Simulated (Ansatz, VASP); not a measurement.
AlN: VASP beside Ansatz

```
CELL_PARAMETERS angstrom
3.16120 0.00000 0.00000
-1.58060 2.73768 0.00000
0.00000 0.00000 5.61900
ATOMIC_POSITIONS crystal
Al 0.33333 0.66667 0.00319
Al 0.66667 0.33333 0.50319
N 0.33333 0.66667 0.38181
N 0.66667 0.33333 0.88181
```

Alike in both runs: functional PBE; k mesh 9 × 9 × 6; occupations gaussian, width 0.05 eV; no spin polarisation.

Ansatz relaxed the structure, and its values are those at the end. VASP's run is a single point on that final structure, the one shown.

```csv
,VASP,Ansatz
version,VASP 6.6.1,Ansatz 0.2.0
potentials or method,"VASP PAW PBE potentials, release 64 (Al, N)","scalar-relativistic, plane waves, PAW"
plane-wave cutoff (eV),520,520
valence electrons in the cell,16,16
```

```csv
,VASP,Ansatz,Ansatz less VASP
gap on the k mesh at the Fermi level (eV),2.67,2.67,+0.001
least direct gap on the mesh (eV),2.67,2.67,+0.001
pressure (GPa),-17.9,-17.7,+0.16
```

Ansatz warned: «stress_scf_threshold_loose».

Caveats: so large a pressure means that the cell lies far from this level's equilibrium, or that cutoff or potentials fall short (VASP). A hybrid or GW would open this gap; PBE tends to underestimate it.
